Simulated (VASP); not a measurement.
# Ni (Fm-3m) in VASP: notebook, part 2 of 2

VASP 6.6.1. Earlier steps stand in the parts before.

## 3. Band structure, SCAN, collinear spin, ferromagnetic start

The input, INCAR:

```
SYSTEM = Ni
ALGO = Normal ; EDIFF = 1E-6
ENCUT = 520 ; ISIF = 2
ISMEAR = -1 ; ISPIN = 2
LASPH = .TRUE. ; LCHARG = .FALSE.
LMAXMIX = 4 ; LMIXTAU = .TRUE.
LORBIT = 11 ; LREAL = .FALSE.
LWAVE = .FALSE. ; MAGMOM = 1
METAGGA = SCAN ; NBANDS = 15
NELM = 100 ; PREC = Accurate
SIGMA = 0.05
```

The input, KPOINTS:

```
k-points
0
G
  13 13 13
  0 0 0
```

The input, POSCAR:

```
Ni
1.0
    0.0000000000      1.7375729330      1.7375729330
    1.7375729330      0.0000000000      1.7375729330
    1.7375729330      1.7375729330      0.0000000000
Ni
1
Direct
    0.0000000000      0.0000000000      0.0000000000
```

The input, KPOINTS_OPT:

```
path GXWKGLUWLK,UX
20
line-mode
reciprocal
 0.0000000000  0.0000000000  0.0000000000  G
 0.5000000000  0.0000000000  0.5000000000  X

 0.5000000000  0.0000000000  0.5000000000  X
 0.5000000000  0.2500000000  0.7500000000  W

 0.5000000000  0.2500000000  0.7500000000  W
 0.3750000000  0.3750000000  0.7500000000  K

 0.3750000000  0.3750000000  0.7500000000  K
 0.0000000000  0.0000000000  0.0000000000  G

 0.0000000000  0.0000000000  0.0000000000  G
 0.5000000000  0.5000000000  0.5000000000  L

 0.5000000000  0.5000000000  0.5000000000  L
 0.6250000000  0.2500000000  0.6250000000  U

 0.6250000000  0.2500000000  0.6250000000  U
 0.5000000000  0.2500000000  0.7500000000  W

 0.5000000000  0.2500000000  0.7500000000  W
 0.5000000000  0.5000000000  0.5000000000  L

 0.5000000000  0.5000000000  0.5000000000  L
 0.3750000000  0.3750000000  0.7500000000  K

 0.6250000000  0.2500000000  0.6250000000  U
 0.5000000000  0.0000000000  0.5000000000  X
```

Potentials or basis: VASP PAW PBE potentials, release 64 (Ni).

On the command line:

```sh
cat potpaw_PBE.64/Ni/POTCAR > POTCAR
mpirun -np 1 vasp_std > vasp.out
```

OUTCAR:

```text
SYSTEM = Ni
   EDIFF = 1E-6
   ENCUT = 520
   ISIF = 2
   ISMEAR = -1
   ISPIN = 2
   LASPH = .TRUE.
   LORBIT = 11
   LREAL = .FALSE.
   METAGGA = SCAN
   NELM = 100
   PREC = Accurate

 ion  position               nearest neighbor table
   1  0.000  0.000  0.000-

  LATTYP: Found a face centered cubic cell.
 ALAT       =     3.4751458660

  Lattice vectors:

 A1 = (   0.0000000000,   1.7375729330,   1.7375729330)
 A2 = (   1.7375729330,   0.0000000000,   1.7375729330)
 A3 = (   1.7375729330,   1.7375729330,   0.0000000000)

Analysis of symmetry for initial positions (statically):
=====================================================================
 Subroutine PRICEL returns:
 Original cell was already a primitive cell.

 Routine SETGRP: Setting up the symmetry group for a
 face centered cubic supercell.

 Subroutine GETGRP returns: Found 48 space group operations
 (whereof 48 operations were pure point group operations)
 out of a pool of 48 trial point group operations.

[... 630 lines left out ...]
      8      39.1378      0.00000
      9      39.1380      0.00000
     10      39.1384      0.00000
     11      41.9925      0.00000
     12      41.9926      0.00000
     13      41.9927      0.00000
     14      45.4630      0.00000
[... 403 lines left out ...]
      4       8.0866      1.00000
      5       9.9444      0.02782
      6      11.0292      0.00000
      7      18.3840      0.00000
      8      29.5713      0.00000
      9      31.5371      0.00000
     10      33.7960      0.00000
     11      44.2233      0.00000
     12      44.5327      0.00000
     13      48.0059      0.00000
     14      50.8365      0.00000
     15      55.5206      0.00000

 [... further k-points ...]

------------------------ aborting loop because EDIFF is reached ----------------------------------------

  FORCE on cell =-STRESS in cart. coord.  units (eV):
  Direction    XX          YY          ZZ          XY          YZ          ZX
  --------------------------------------------------------------------------------------
  -------------------------------------------------------------------------------------
  Total       -0.2308946     -0.2308946     -0.2308946     -0.0000000     -0.0000000      0.0000000
  in kB      -35.2586204    -35.2586204    -35.2586204     -0.0000000     -0.0000000      0.0000000
  external PRESSURE =     -35.2586204 kB  Pullay stress =       0.0000000 kB

 VOLUME and BASIS-vectors are now :
 -----------------------------------------------------------------------------
  energy-cutoff  :      520.00
  volume of cell :       10.49
      direct lattice vectors                 reciprocal lattice vectors
     0.000000000  1.737572933  1.737572933    -0.287757705  0.287757705  0.287757705
     1.737572933  0.000000000  1.737572933     0.287757705 -0.287757705  0.287757705
     1.737572933  1.737572933  0.000000000     0.287757705  0.287757705 -0.287757705

 POSITION                                       TOTAL-FORCE (eV/Angst)
 -----------------------------------------------------------------------------------
      0.00000      0.00000      0.00000         0.000000      0.000000      0.000000
 -----------------------------------------------------------------------------------
    total drift:                                0.000000      0.000000      0.000000

  FREE ENERGIE OF THE ION-ELECTRON SYSTEM (eV)
  ---------------------------------------------------
  free  energy   TOTEN  =       -16.1188835619 eV

  energy  without entropy=      -16.1076169548  energy(sigma->0) =      -16.11325026

 total charge

# of ion       s       p       d       tot
------------------------------------------
    1        0.529   0.558   8.318   9.405

 magnetization (x)

# of ion       s       p       d       tot
------------------------------------------
    1       -0.011  -0.045   0.779   0.723
```

Run time: 2.3 min. Hardware: 1 thread of Intel Xeon Platinum 8488C (Sapphire Rapids), shared host; peak memory 0.16 GiB.

Results:

```yaml
Free_energy: -16.1189 eV
Pressure: -3.5 GPa
Band_gap_along_the_path: none (metal or under the smearing width)
Net_moment: 0.70 μB per cell
Site_moments: Ni +0.72 μB
Valence_electrons_inside_the_program's_atomic_spheres: Ni 9.40
```

Caveat: the PAW data sets were made with another functional, which shifts forces and pressure a little.

## 4. Band structure, rSCAN, collinear spin, ferromagnetic start

The input, INCAR:

```
SYSTEM = Ni
  ALGO = Normal
  EDIFF = 1E-6
  ENCUT = 520
  ISIF = 2
  ISMEAR = -1
  ISPIN = 2
  LASPH = .True.
  LCHARG = .False.
  LMAXMIX = 4
  LMIXTAU = .True.
  LORBIT = 11
  LREAL = .False.
  LWAVE = .False.
  MAGMOM = 1
  METAGGA = RSCAN
  NBANDS = 15
  NELM = 100
  PREC = Accurate
  SIGMA = 0.05
```

The input, KPOINTS:

```
k-points
0
Gamma
  13 13 13
  0 0 0
```

POSCAR is that of step 3.

KPOINTS_OPT: that of step 3 with these lines changed.

```diff
@@ -1,3 +1,3 @@
 path GXWKGLUWLK,UX
-20
+15
 line-mode
```

Potentials or basis: VASP PAW PBE potentials, release 64 (Ni).

On the command line:

```sh
cat potpaw_PBE.64/Ni/POTCAR > POTCAR
mpirun -np 1 vasp_std > vasp.out
```

OUTCAR:

```text
SYSTEM = Ni
   EDIFF = 1E-6
   ENCUT = 520
   ISIF = 2
   ISMEAR = -1
   ISPIN = 2
   LASPH = .True.
   LORBIT = 11
   LREAL = .False.
   METAGGA = RSCAN
   NELM = 100
   PREC = Accurate

 ion  position               nearest neighbor table
   1  0.000  0.000  0.000-

  LATTYP: Found a face centered cubic cell.
 ALAT       =     3.4751458660

  Lattice vectors:

 A1 = (   0.0000000000,   1.7375729330,   1.7375729330)
 A2 = (   1.7375729330,   0.0000000000,   1.7375729330)
[... 1073 lines left out ...]
  --------------------------------------------------------------------------------------
  -------------------------------------------------------------------------------------
  Total       -0.0513668     -0.0513668     -0.0513668      0.0000000     -0.0000000      0.0000000
  in kB       -7.8439342     -7.8439342     -7.8439342      0.0000000     -0.0000000      0.0000000
  external PRESSURE =      -7.8439342 kB  Pullay stress =       0.0000000 kB

 VOLUME and BASIS-vectors are now :
 -----------------------------------------------------------------------------
  energy-cutoff  :      520.00
  volume of cell :       10.49
      direct lattice vectors                 reciprocal lattice vectors
     0.000000000  1.737572933  1.737572933    -0.287757705  0.287757705  0.287757705
     1.737572933  0.000000000  1.737572933     0.287757705 -0.287757705  0.287757705
     1.737572933  1.737572933  0.000000000     0.287757705  0.287757705 -0.287757705

 POSITION                                       TOTAL-FORCE (eV/Angst)
 -----------------------------------------------------------------------------------
      0.00000      0.00000      0.00000         0.000000     -0.000000      0.000000
 -----------------------------------------------------------------------------------
    total drift:                                0.000000     -0.000000     -0.000000

  FREE ENERGIE OF THE ION-ELECTRON SYSTEM (eV)
  ---------------------------------------------------
  free  energy   TOTEN  =       -18.9066057645 eV

  energy  without entropy=      -18.8953838741  energy(sigma->0) =      -18.90099482

 total charge

# of ion       s       p       d       tot
------------------------------------------
    1        0.526   0.546   8.343   9.415

 magnetization (x)

# of ion       s       p       d       tot
------------------------------------------
    1       -0.010  -0.039   0.725   0.676
```

OSZICAR:

```text
N       E                     dE             d eps       ncg     rms          rms(c)
DAV:   1     0.190214491888E+02    0.19021E+02   -0.42107E+03  5383   0.878E+02
DAV:   2    -0.198751660788E+02   -0.38897E+02   -0.36253E+02  5621   0.167E+02
DAV:   3    -0.213616207277E+02   -0.14865E+01   -0.14744E+01  6209   0.323E+01
[... 21 lines left out ...]
DAV:   6     0.594794676109E+04   -0.32674E-04     6200
DAV:   7     0.594794676084E+04   -0.24856E-06     5461
       N       E                     dE             ncg
DAV:   1     0.154167796031E+05   -0.31103E+05     4184
DAV:   2     0.126291063855E+05   -0.27877E+04     4380
DAV:   3     0.125221055822E+05   -0.10700E+03     4905
DAV:   4     0.125216491556E+05   -0.45643E+00     4968
DAV:   5     0.125216469698E+05   -0.21859E-02     5066
DAV:   6     0.125216469515E+05   -0.18222E-04     4874
DAV:   7     0.125216469514E+05   -0.19184E-06     4045
```

stdout:

```text
POSCAR found type information on POSCAR Ni
 POSCAR found :  1 types and       1 ions
 scaLAPACK will be used
 -----------------------------------------------------------------------------
|                                                                             |
|                                                                             |
|     You enforced a specific xc type in the INCAR file but a different       |
|     I HOPE YOU KNOW WHAT YOU ARE DOING!                                     |
|                                                                             |
 -----------------------------------------------------------------------------

 LDA part: xc-table for (None), standard interpolation
 POSCAR, INCAR and KPOINTS ok, starting setup
 FFT: planning ... GRIDC
 FFT: planning ... GRID_SOFT
 FFT: planning ... GRID
 WAVECAR not read
 entering main loop
 Start KPOINTS_OPT (optional k-point list driver)
k-point batch [1-84\150]
k-point batch [85-150\150]
```

Run time: 2 min. Hardware: 1 thread of Intel Xeon Platinum 8488C (Sapphire Rapids), shared host; peak memory 0.15 GiB.

What came out:

```yaml
Free_energy: -18.9066 eV
Pressure: -0.8 GPa
Band_gap_along_the_path: none (metal or under the smearing width)
Net_moment: 0.66 μB per cell
Site_moments: Ni +0.68 μB
Valence_electrons_inside_the_program's_atomic_spheres: Ni 9.41
```

Levels at the corners of the path, in eV from the Fermi level:
Spin up:
```tsv
point	band 2	band 3	band 4	band 5	band 6	band 7	band 8	band 9
Γ	-2.95	-2.95	-2.95	-1.61	-1.61	24.85	29.25	29.25
X	-4.82	-0.87	-0.87	-0.85	2.53	9.71	15.74	15.74
X	-4.82	-0.87	-0.87	-0.85	2.53	9.71	15.74	15.74
W	-3.60	-3.60	-1.67	-0.87	8.09	8.10	10.37	11.96
W	-3.60	-3.60	-1.67	-0.87	8.09	8.10	10.37	11.96
K	-4.26	-2.57	-1.44	-1.14	5.95	7.61	10.57	18.19
K	-4.26	-2.57	-1.44	-1.14	5.95	7.61	10.57	18.19
Γ	-2.95	-2.95	-2.95	-1.61	-1.61	24.85	29.25	29.25
Γ	-2.95	-2.95	-2.95	-1.61	-1.61	24.85	29.25	29.25
L	-2.88	-2.88	-0.96	-0.96	-0.43	5.95	23.28	26.25
L	-2.88	-2.88	-0.96	-0.96	-0.43	5.95	23.28	26.25
U	-4.26	-2.57	-1.44	-1.14	5.95	7.61	10.57	18.19
U	-4.26	-2.57	-1.44	-1.14	5.95	7.61	10.57	18.19
W	-3.60	-3.60	-1.67	-0.87	8.09	8.10	10.37	11.96
W	-3.60	-3.60	-1.67	-0.87	8.09	8.10	10.37	11.96
L	-2.88	-2.88	-0.96	-0.96	-0.43	5.95	23.28	26.25
L	-2.88	-2.88	-0.96	-0.96	-0.43	5.95	23.28	26.25
K	-4.26	-2.57	-1.44	-1.14	5.95	7.61	10.57	18.19
U	-4.26	-2.57	-1.44	-1.14	5.95	7.61	10.57	18.19
X	-4.82	-0.87	-0.87	-0.85	2.53	9.71	15.74	15.74
```
Spin down:
| point | band 2 | band 3 | band 4 | band 5 | band 6 | band 7 |
| --- | --- | --- | --- | --- | --- | --- |
| Γ | -1.75 | -1.75 | -1.75 | -0.93 | -0.92 | 24.58 |
| X | -3.88 | -0.14 | 0.51 | 0.51 | 2.34 | 10.03 |
| X | -3.88 | -0.14 | 0.51 | 0.51 | 2.34 | 10.03 |
| W | -2.67 | -2.67 | -1.02 | 0.51 | 8.32 | 8.32 |
| W | -2.67 | -2.67 | -1.02 | 0.51 | 8.32 | 8.32 |
| K | -3.46 | -1.62 | -0.77 | 0.22 | 6.20 | 7.86 |
| K | -3.46 | -1.62 | -0.77 | 0.22 | 6.20 | 7.86 |
| Γ | -1.75 | -1.75 | -1.75 | -0.93 | -0.92 | 24.58 |
| Γ | -1.75 | -1.75 | -1.75 | -0.93 | -0.92 | 24.58 |
| L | -2.05 | -2.05 | -0.59 | 0.15 | 0.15 | 6.59 |
| L | -2.05 | -2.05 | -0.59 | 0.15 | 0.15 | 6.59 |
| U | -3.46 | -1.62 | -0.76 | 0.22 | 6.20 | 7.86 |
| U | -3.46 | -1.62 | -0.76 | 0.22 | 6.20 | 7.86 |
| W | -2.67 | -2.67 | -1.02 | 0.51 | 8.32 | 8.32 |
| W | -2.67 | -2.67 | -1.02 | 0.51 | 8.32 | 8.32 |
| L | -2.05 | -2.05 | -0.59 | 0.15 | 0.15 | 6.59 |
| L | -2.05 | -2.05 | -0.59 | 0.15 | 0.15 | 6.59 |
| K | -3.46 | -1.62 | -0.77 | 0.22 | 6.20 | 7.86 |
| U | -3.46 | -1.62 | -0.76 | 0.22 | 6.20 | 7.86 |
| X | -3.88 | -0.14 | 0.51 | 0.51 | 2.34 | 10.03 |

Caveat: the PAW data sets were made with another functional, which shifts forces and pressure a little.

## 5. Band structure, TPSS, collinear spin, ferromagnetic start

The input, INCAR:

```
ALGO     = Normal         # electronic algorithm
EDIFF    = 1E-6           # SCF threshold, eV
ENCUT    = 520            # plane-wave cutoff, eV
ISIF     = 2              # what is computed and relaxed
ISMEAR   = -1             # smearing method
ISPIN    = 2              # spin polarisation
LASPH    = True           # aspherical terms in the spheres
LCHARG   = False          # write CHGCAR
LMAXMIX  = 4              # l up to which the mixer works
LMIXTAU  = True         
LORBIT   = 11             # projections on sites
LREAL    = False          # projectors in reciprocal space
LWAVE    = False          # write WAVECAR
MAGMOM   = 1              # initial moments
METAGGA  = TPSS           # meta-GGA
NBANDS   = 15             # bands
NELM     = 150            # most SCF steps
PREC     = Accurate       # precision mode
SIGMA    = 0.05           # smearing width, eV
```

The input, KPOINTS:

```
k-points
0
Gamma
  13 13 13
```

POSCAR is that of step 4.

KPOINTS_OPT: that of step 4 with these lines changed.

```diff
@@ -1,3 +1,3 @@
 path GXWKGLUWLK,UX
-15
+10
 line-mode
```

On the command line:

```sh
cat potpaw_PBE.64/Ni/POTCAR > POTCAR
mpirun -np 1 vasp_std > vasp.out
```

It took 1.7 min on 1 thread of Intel Xeon Platinum 8488C (Sapphire Rapids), shared host; peak memory 0.15 GiB.

Results (log left out):

```
Free energy                                           : -13.3126 eV
Pressure                                              : 0.2 GPa
Band gap along the path                               : none (metal or under the smearing width)
Net moment                                            : 0.63 μB per cell
Site moments                                          : Ni +0.64 μB
Valence electrons inside the program's atomic spheres : Ni 9.37
```

Caveat: the PAW data sets were made with another functional, which shifts forces and pressure a little.

## 6. The runs side by side

```tsv
level	pressure (GPa)	moment (μB)
r2SCAN	0.3	0.67
SCAN	-3.5	0.70
rSCAN	-0.8	0.66
TPSS	0.2	0.63
```

Alike in all rows: task band structure; potentials or basis VASP PAW PBE potentials, release 64 (Ni); spin collinear, ferromagnetic start; cell as given; k mesh 13 × 13 × 13; cutoff (eV) 520; smearing fermi-dirac 0.05 eV.

The pressure there spans -3.5 GPa (SCAN) to 0.3 GPa (r2SCAN); a positive pressure means that this level wants a larger cell, a negative one a smaller.

Caveats: the PAW data sets were made with another functional, which shifts forces and pressure a little.

Absolute energies hang on the potentials; compare differences alone.
